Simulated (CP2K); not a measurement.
BN:

```
CELL_PARAMETERS angstrom
2.55394 0.00000 0.00000
-1.27697 2.21178 0.00000
0.00000 0.00000 4.22685
ATOMIC_POSITIONS crystal
N 0.33333 0.66667 0.12528
N 0.66667 0.33333 0.62528
B 0.33333 0.66667 0.49972
B 0.66667 0.33333 0.99972
```

Measurements of this composition are mostly on another form, of space group No. 194.

Base run:

| Item | Value |
| --- | --- |
| Program | CP2K 2026.2 |
| Functional | LDA |
| Potentials or basis | POTENTIAL_UZH N GTH-PBE-q5, B GTH-PBE-q3; TZVP-MOLOPT-PBE-GTH basis |
| Density cutoff | 9184 eV |
| k mesh | 12 × 12 × 6 |
| Occupations | fermi-dirac, width 0.05 eV |
| Spin | no spin polarisation |

Its results: band gap on the k mesh 4.90 eV, indirect (least direct gap 7.34 eV); pressure -3.1 GPa; largest force 0.003 eV/Å.

**Question.** The run is repeated on the same cell with these changes: functional from LDA to optB88-vdW. What comes out?

**Answer.** Band gap on the k mesh 5.43 eV, indirect (least direct gap 8.12 eV); pressure 1.1 GPa; largest force 0.012 eV/Å.

Caveats: the potentials were made for another functional, which shifts forces and pressure; the basis of atomic orbitals isn't converged, which shifts pressures, moduli and gaps.
